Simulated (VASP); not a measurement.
# MoS2 (P-3m1) in VASP: further runs

The runs below take MoS2 through single point, equation of state, with PBE, PBEsol.

Everything below comes from runs of VASP 6.6.1. Logs are shortened: lines on timing, memory, paths and dates and some standing lists are left out, and cuts for length are marked.

**1. The crystal as given**

Symmetry: P-3m1, No. 164, trigonal system. The conventional cell has a = 3.227 Å, b = 3.227 Å, c = 6.312 Å, α = 90.00°, β = 90.00°, γ = 120.00°. Mo (site symmetry -3m) has 6 S at 2.42 Å as nearest neighbours. Around S (site symmetry 3m) lie 3 Mo at 2.42 Å.

Measurements of this composition are mostly on another form, of space group No. 194.

**2. Single point, PBE**

The input, INCAR:

```
ALGO     = Normal         # electronic algorithm
EDIFF    = 1E-7           # SCF threshold, eV
ENCUT    = 520            # plane-wave cutoff, eV
GGA      = PE             # functional
ISIF     = 2              # what is computed and relaxed
ISMEAR   = -1             # smearing method
LASPH    = True           # aspherical terms in the spheres
LCHARG   = False          # write CHGCAR
LREAL    = False          # projectors in reciprocal space
LWAVE    = False          # write WAVECAR
NBANDS   = 20             # bands
NELM     = 60             # most SCF steps
PREC     = Accurate       # precision mode
SIGMA    = 0.05           # smearing width, eV
```

The input, KPOINTS:

```
k-points
0
Gamma
  9 9 4
```

The input, POSCAR:

```
MoS2
1.0
    3.2274645616      0.0000000000      0.0000000000
   -1.6137322808      2.7950663001      0.0000000000
    0.0000000000      0.0000000000      6.3124734200
Mo S
1 2
Direct
    0.0000000000      0.0000000000      0.5000000000
    0.6666666667      0.3333333333      0.7446806800
    0.3333333333      0.6666666667      0.2553193200
```

Potentials or basis: VASP PAW PBE potentials, release 64 (Mo_sv, S).

Run with:

```bash
> cat potpaw_PBE.64/Mo_sv/POTCAR potpaw_PBE.64/S/POTCAR > POTCAR
> mpirun -np 1 vasp_std > vasp.out
```

OUTCAR:

```text
EDIFF = 1E-7
   ENCUT = 520
   GGA = PE
   ISIF = 2
   ISMEAR = -1
   LASPH = True
   LREAL = False
   NELM = 60
   PREC = Accurate

 ion  position               nearest neighbor table
   1  0.000  0.000  0.500-   2 2.42   3 2.42   3 2.42   2 2.42   2 2.42   3 2.42
   2  0.667  0.333  0.745-   1 2.42   1 2.42   1 2.42
   3  0.333  0.667  0.255-   1 2.42   1 2.42   1 2.42

  LATTYP: Found a hexagonal cell.
 ALAT       =     3.2274645616
 C/A-ratio  =     1.9558614199

  Lattice vectors:

 A1 = (   3.2274645616,   0.0000000000,   0.0000000000)
 A2 = (  -1.6137322808,   2.7950663001,   0.0000000000)
 A3 = (   0.0000000000,   0.0000000000,   6.3124734200)

Analysis of symmetry for initial positions (statically):
=====================================================================
 Subroutine PRICEL returns:
 Original cell was already a primitive cell.

 Routine SETGRP: Setting up the symmetry group for a
 hexagonal supercell.

 Subroutine GETGRP returns: Found 12 space group operations
 (whereof 12 operations were pure point group operations)
 out of a pool of 24 trial point group operations.

The static configuration has the point symmetry D_3d.

Analysis of symmetry for dynamics (positions and initial velocities):
=====================================================================
 Subroutine PRICEL returns:
 Original cell was already a primitive cell.

 Routine SETGRP: Setting up the symmetry group for a
 hexagonal supercell.

 Subroutine GETGRP returns: Found 12 space group operations
 (whereof 12 operations were pure point group operations)
 out of a pool of 24 trial point group operations.

The dynamic configuration has the point symmetry D_3d.

 Subroutine INISYM returns: Found 12 space group operations
 (whereof 12 operations are pure point group operations),
 and found     1 'primitive' translations

----------------------------------------------------------------------------------------

                                     Primitive cell

  volume of cell :      56.9447

  direct lattice vectors                    reciprocal lattice vectors
     3.227464562  0.000000000  0.000000000     0.309840737  0.178886633  0.000000000
    -1.613732281  2.795066300  0.000000000     0.000000000  0.357773266  0.000000000
     0.000000000  0.000000000  6.312473420     0.000000000  0.000000000  0.158416509

  length of vectors
     3.227464562  3.227464562  6.312473420     0.357773266  0.357773266  0.158416509

  position of ions in fractional coordinates (direct lattice)
     0.000000000  0.000000000  0.500000000
     0.666666667  0.333333333  0.744680680
     0.333333333  0.666666667  0.255319320

  ion indices of the primitive-cell ions
   primitive index   ion index
                 1           1
                 2           2
                 3           3

----------------------------------------------------------------------------------------

 KPOINTS: k-points

Automatic generation of k-mesh.
 Grid dimensions read from file:
 generate k-points for:    9    9    4

 Generating k-lattice:

  Cartesian coordinates                     Fractional coordinates (reciprocal lattice)
     0.034426749  0.019876293  0.000000000     0.111111111  0.000000000  0.000000000
     0.000000000  0.039752585  0.000000000     0.000000000  0.111111111  0.000000000
     0.000000000  0.000000000  0.039604127     0.000000000  0.000000000  0.250000000

  Length of vectors
     0.039752585  0.039752585  0.039604127

  Shift w.r.t. Gamma in fractional coordinates (k-lattice)
     0.000000000  0.000000000  0.000000000

 Subroutine IBZKPT returns following result:
 ===========================================

 Found     43 irreducible k-points:

 Following reciprocal coordinates:
            Coordinates               Weight
  0.000000  0.000000  0.000000      1.000000
  0.111111  0.000000  0.000000      6.000000
  0.222222  0.000000  0.000000      6.000000
  0.333333  0.000000  0.000000      6.000000
  0.444444  0.000000  0.000000      6.000000
  0.111111  0.111111  0.000000      6.000000
[... 16 lines left out ...]
  0.222222  0.111111  0.250000     12.000000
 -0.111111  0.333333  0.250000     12.000000
 [... further k-points ...]
   k-points           NKPTS =     43   k-points in BZ     NKDIM =     43   number of bands    NBANDS=     20
   number of dos      NEDOS =    301   number of ions     NIONS =      3
   total plane-waves  NPLWV =  27648
   dimension x,y,z NGX =    24 NGY =   24 NGZ =   48
   dimension x,y,z NGXF=    48 NGYF=   48 NGZF=   96
   ions per type =               1   2
   NGX,Y,Z   is equivalent  to a cutoff of  12.36, 12.36, 12.64 a.u.
   NGXF,Y,Z  is equivalent  to a cutoff of  24.72, 24.72, 25.28 a.u.
 SYSTEM =  unknown system
   PREC   = accura    normal or accurate (medium, high low for compatibility)
   ISTART =      0    job   : 0-new  1-cont  2-samecut
   ICHARG =      2    charge: 1-file 2-atom 10-const
   ISPIN  =      1    spin polarized calculation?
   LNONCOLLINEAR =      F non collinear calculations
   LSORBIT =      F    spin-orbit coupling
   LASPH  =      T    aspherical Exc in radial PAW
   ENCUT  =  520.0 eV  38.22 Ry    6.18 a.u.   6.00  6.00 11.74*2*pi/ulx,y,z
   NELM   =     60;   NELMIN=  2; NELMDL= -5     # of ELM steps
   EDIFF  = 0.1E-06   stopping-criterion for ELM
   LREAL  =      F    real-space projection
   EDIFFG = 0.1E-05   stopping-criterion for IOM
   NSW    =      0    number of steps for IOM
   IBRION =     -1    ionic relax: 0-MD 1-quasi-New 2-CG
   NFREE  =      0    steps in history (QN), initial steepest desc. (CG)
   ISIF   =      2    stress and relaxation
   ISYM   =      2    0-nonsym 1-usesym 2-fastsym
   POTIM  = 0.5000    time-step for ionic-motion
   TEBEG  =    0.0;   TEEND  =   0.0 temperature during run
   PSTRESS=    0.0 pullay stress
   NELECT =      26.0000    total number of electrons
   NUPDOWN=      -1.0000    fix difference up-down
   EMIN   =  10.00;   EMAX   =-10.00  energy-range for DOS
   EFERMI =   0.00;   METHOD = LEGACY
   ISMEAR =    -1;   SIGMA  =   0.05  broadening in eV -4-tet -1-fermi 0-gaus
   EFERMI_NEDOS =   21; number of points for ismear=-14 and -15
   IALGO  =     38    algorithm
   IMIX   =      4    mixing-type and parameters
     AMIX     =   0.40;   BMIX     =  1.00
     AMIX_MAG =   1.60;   BMIX_MAG =  1.00
  volume/ion in A,a.u.               =      18.98       128.09
  Fermi-wavevector in a.u.,A,eV,Ry     =   1.260612  2.382212 21.621610  1.589144
  Thomas-Fermi vector in A             =   2.394113
   LORBIT       =      0    0 simple, 1 ext, 2 COOP (PROOUT), +10 PAW based schemes
   GGA     = PE    functional components
   LHFCALC =     F    Hartree Fock is set to
   AEXX    =    0.0000 exact exchange contribution
   IVDW    =     0    specifies the selected vdW correction
   LEPSILON=     F    determine dielectric tensor
   LRPA    =     F    only Hartree local field effects (RPA)
 non-spin polarized calculation
  energy-cutoff  :      520.00
  volume of cell :       56.94
 maximum number of plane-waves:      1557
   NGX = 13   NGY = 13   NGZ = 23

 number of electron      26.0000001 magnetization

 Free energy of the ion-electron system (eV)
  ---------------------------------------------------
  ext. energy  EPLUGINS =         0.00000000
  ---------------------------------------------------
  free energy    TOTEN  =       -21.01209432 eV

  energy without entropy =      -21.00324755  energy(sigma->0) =      -21.00767094

 E-fermi :   6.9121     XC(G=0): -10.4447

 val. band max:        6.9082452263   @ k =   0.3333   0.2222   0.0000
 cond. band min:       7.0703782283   @ k =  -0.1111   0.3333   0.2500
 fundamental gap:      0.1621330020
 Fermi energy:         6.9121250285

 k-point     1 :       0.0000    0.0000    0.0000
  band No.  band energies     occupation
      1     -54.8711      2.00000
      2     -28.8973      2.00000
      3     -28.8773      2.00000
      4     -28.8773      2.00000
      5      -7.9117      2.00000
      6      -6.4727      2.00000
[... 12 lines left out ...]
     19      13.1365      0.00000
     20      16.5001      0.00000

 k-point     2 :       0.1111    0.0000    0.0000
  band No.  band energies     occupation
      1     -54.8674      2.00000
      2     -28.9160      2.00000
      3     -28.8897      2.00000
      4     -28.8862      2.00000
      5      -7.7277      2.00000
      6      -6.4339      2.00000
[... 12 lines left out ...]
     19      13.8675      0.00000
     20      16.0395      0.00000

 k-point     3 :       0.2222    0.0000    0.0000
  band No.  band energies     occupation
      1     -54.8582      2.00000
      2     -29.0127      2.00000
      3     -28.9085      2.00000
      4     -28.8705      2.00000
      5      -7.2265      2.00000
      6      -6.3275      2.00000
[... 12 lines left out ...]
     19      14.6506      0.00000
     20      15.5628      0.00000

 k-point     4 :       0.3333    0.0000    0.0000
  band No.  band energies     occupation
      1     -54.8476      2.00000
      2     -29.1209      2.00000
      3     -28.9338      2.00000
      4     -28.8485      2.00000
      5      -6.6180      2.00000
      6      -6.1315      2.00000
[... 12 lines left out ...]
     19      14.0107      0.00000
     20      14.8302      0.00000

 k-point     5 :       0.4444    0.0000    0.0000
  band No.  band energies     occupation
      1     -54.8407      2.00000
      2     -29.1905      2.00000
      3     -28.9502      2.00000
      4     -28.8341      2.00000
      5      -6.3513      2.00000
      6      -5.7560      2.00000
[... 12 lines left out ...]
     19      13.7275      0.00000
     20      15.0395      0.00000
[... 353 lines left out ...]
      6      -5.7504      2.00000
[... 12 lines left out ...]
     19      13.3559      0.00000
     20      14.2921      0.00000

 k-point    22 :       0.1111    0.1111    0.2500
  band No.  band energies     occupation
      1     -54.8610      2.00000
      2     -28.9801      2.00000
      3     -28.9054      2.00000
      4     -28.8762      2.00000
      5      -7.3066      2.00000
      6      -6.4706      2.00000
[... 12 lines left out ...]
     19      15.1401      0.00000
     20      15.8146      0.00000

 k-point    23 :       0.2222    0.1111    0.2500
  band No.  band energies     occupation
      1     -54.8511      2.00000
      2     -29.0744      2.00000
      3     -28.9373      2.00000
      4     -28.8557      2.00000
      5      -6.7654      2.00000
      6      -6.2700      2.00000
[... 12 lines left out ...]
     19      14.7206      0.00000
     20      15.8092      0.00000

 k-point    24 :      -0.1111    0.3333    0.2500
  band No.  band energies     occupation
      1     -54.8511      2.00000
      2     -29.0744      2.00000
      3     -28.9373      2.00000
      4     -28.8557      2.00000
      5      -6.7119      2.00000
      6      -6.3367      2.00000
[... 12 lines left out ...]
     19      15.1691      0.00000
     20      15.3830      0.00000

 [... further k-points ...]

------------------------ aborting loop because EDIFF is reached ----------------------------------------

  FORCE on cell =-STRESS in cart. coord.  units (eV):
  Direction    XX          YY          ZZ          XY          YZ          ZX
  --------------------------------------------------------------------------------------
  -------------------------------------------------------------------------------------
  Total        0.0053530      0.0053530      1.0348093     -0.0000000      0.0000000     -0.0000000
  in kB        0.1506108      0.1506108     29.1150645     -0.0000000      0.0000000     -0.0000000
  external PRESSURE =       9.8054287 kB  Pullay stress =       0.0000000 kB

 VOLUME and BASIS-vectors are now :
 -----------------------------------------------------------------------------
  energy-cutoff  :      520.00
  volume of cell :       56.94
      direct lattice vectors                 reciprocal lattice vectors
     3.227464562  0.000000000  0.000000000     0.309840737  0.178886633  0.000000000
    -1.613732281  2.795066300  0.000000000     0.000000000  0.357773266  0.000000000
     0.000000000  0.000000000  6.312473420     0.000000000  0.000000000  0.158416509

 POSITION                                       TOTAL-FORCE (eV/Angst)
 -----------------------------------------------------------------------------------
      0.00000      0.00000      3.15624         0.000000      0.000000      0.000000
      1.61373      0.93169      4.70078         0.000000      0.000000      0.275865
     -0.00000      1.86338      1.61170        -0.000000     -0.000000     -0.275865
 -----------------------------------------------------------------------------------
    total drift:                                0.000000     -0.000000      0.000000

  FREE ENERGIE OF THE ION-ELECTRON SYSTEM (eV)
  ---------------------------------------------------
  free  energy   TOTEN  =       -21.0120943242 eV

  energy  without entropy=      -21.0032475526  energy(sigma->0) =      -21.00767094
```

Run time: 32 s. Hardware: 1 thread of Intel Xeon Platinum 8375C at 2.90GHz (Ice Lake), shared host; peak memory 0.19 GiB.

Results:

* Free energy: -21.0121 eV
* Pressure: 1.0 GPa
* Largest force: 0.276 eV/Å
* Band gap on the k mesh: none (metal or under the smearing width)

Forces on the atoms (eV/Å):
```
Mo   0.000  0.000  0.000
S    0.000  0.000  0.276
S    0.000  0.000 -0.276
```

Stress tensor (GPa, compression positive):
```
0.02 0.00 0.00
0.00 0.02 0.00
0.00 0.00 2.91
```

Caveat: this functional lacks dispersion, which binds the layers, so the pressure and a relaxed spacing across them are unreliable.

**3. Single point, PBE (atoms moved at random, drawn with an rms of 0.05 Å)**

The input, INCAR:

```
PREC = Accurate
ENCUT = 520
EDIFF = 1E-7
ISMEAR = -1
SIGMA = 0.05
LREAL = F
LASPH = T
NELM = 60
ALGO = Normal
ISIF = 2
LWAVE = F
LCHARG = F
GGA = PE
NBANDS = 20
```

The input, KPOINTS:

```
Automatic mesh
0
Gamma
  9 9 4
```

The input, POSCAR:

```
MoS2
1.0
    3.2274645616      0.0000000000      0.0000000000
   -1.6137322808      2.7950663001      0.0000000000
    0.0000000000      0.0000000000      6.3124734200
Mo S
1 2
Direct
   -0.0059710000     -0.0182670000      0.4992970000
    0.6556410000      0.3222370000      0.7482370000
    0.3338080000      0.6868770000      0.2525640000
```

Potentials or basis: VASP PAW PBE potentials, release 64 (Mo_sv, S).

Run with:

```bash
> cat potpaw_PBE.64/Mo_sv/POTCAR potpaw_PBE.64/S/POTCAR > POTCAR
> mpirun -np 1 vasp_std > vasp.out
```

OUTCAR:

```text
PREC = Accurate
   ENCUT = 520
   EDIFF = 1E-7
   ISMEAR = -1
   LREAL = F
   LASPH = T
   NELM = 60
   ISIF = 2
   GGA = PE

 ion  position               nearest neighbor table
   1  0.994  0.982  0.499-   3 2.36   3 2.42   2 2.42   2 2.43   2 2.46   3 2.51
   2  0.656  0.322  0.748-   1 2.42   1 2.43   1 2.46
   3  0.334  0.687  0.253-   1 2.36   1 2.42   1 2.51

  LATTYP: Found a hexagonal cell.
 ALAT       =     3.2274645616
 C/A-ratio  =     1.9558614199

  Lattice vectors:

 A1 = (   3.2274645616,   0.0000000000,   0.0000000000)
 A2 = (  -1.6137322808,   2.7950663001,   0.0000000000)
 A3 = (   0.0000000000,   0.0000000000,   6.3124734200)

Analysis of symmetry for initial positions (statically):
=====================================================================
 Subroutine PRICEL returns:
 Original cell was already a primitive cell.

 Routine SETGRP: Setting up the symmetry group for a
 hexagonal supercell.

 Subroutine GETGRP returns: Found  1 space group operations
 (whereof  1 operations were pure point group operations)
 out of a pool of 24 trial point group operations.

[... 161 lines left out ...]

  energy without entropy =      -20.97695860  energy(sigma->0) =      -20.98132400

 E-fermi :   6.9151     XC(G=0): -10.4694

 val. band max:        6.9123770187   @ k =   0.3333   0.2222   0.0000
 cond. band min:       6.9567019315   @ k =   0.0000   0.1111   0.0000
 fundamental gap:      0.0443249128
 Fermi energy:         6.9151009879

 k-point     1 :       0.0000    0.0000    0.0000
  band No.  band energies     occupation
      1     -54.8658      2.00000
      2     -28.9003      2.00000
      3     -28.8755      2.00000
      4     -28.8441      2.00000
      5      -7.8613      2.00000
      6      -6.4577      2.00000
[... 541 lines left out ...]
     19      14.0648      0.00000
     20      14.9909      0.00000

 [... further k-points ...]

------------------------ aborting loop because EDIFF is reached ----------------------------------------

  FORCE on cell =-STRESS in cart. coord.  units (eV):
  Direction    XX          YY          ZZ          XY          YZ          ZX
  --------------------------------------------------------------------------------------
  -------------------------------------------------------------------------------------
  Total        0.0139656     -0.6493616      0.2143201     -0.1528649      0.9726349     -0.2321214
  in kB        0.3929318    -18.2702315      6.0300412     -4.3009584     27.3657438     -6.5308930
  external PRESSURE =      -3.9490862 kB  Pullay stress =       0.0000000 kB

 VOLUME and BASIS-vectors are now :
 -----------------------------------------------------------------------------
  energy-cutoff  :      520.00
  volume of cell :       56.94
      direct lattice vectors                 reciprocal lattice vectors
     3.227464562  0.000000000  0.000000000     0.309840737  0.178886633  0.000000000
    -1.613732281  2.795066300  0.000000000     0.000000000  0.357773266  0.000000000
     0.000000000  0.000000000  6.312473420     0.000000000  0.000000000  0.158416509

 POSITION                                       TOTAL-FORCE (eV/Angst)
 -----------------------------------------------------------------------------------
      1.62394      2.74401      3.15180        -0.257100      0.377955      0.264071
      1.59605      0.90067      4.72323         0.052408      0.131383     -0.136052
     -0.03108      1.91987      1.59430         0.204692     -0.509338     -0.128019
 -----------------------------------------------------------------------------------
    total drift:                               -0.000169      0.000082      0.000152

  FREE ENERGIE OF THE ION-ELECTRON SYSTEM (eV)
  ---------------------------------------------------
  free  energy   TOTEN  =       -20.9856894038 eV

  energy  without entropy=      -20.9769585973  energy(sigma->0) =      -20.98132400
```

Run time: 1.9 min. Hardware: 1 thread of Intel Xeon Platinum 8375C at 2.90GHz (Ice Lake), shared host; peak memory 0.29 GiB.

Results:

| Property | Result |
| --- | --- |
| Free energy | -20.9857 eV |
| Pressure | -0.4 GPa |
| Largest force | 0.564 eV/Å |
| Band gap on the k mesh | none (metal or under the smearing width) |

Forces in eV/Å, atoms in the order of the input:
```
Mo  -0.257  0.378  0.264
S    0.052  0.131 -0.136
S    0.205 -0.509 -0.128
```

[end of part 1 of 3]
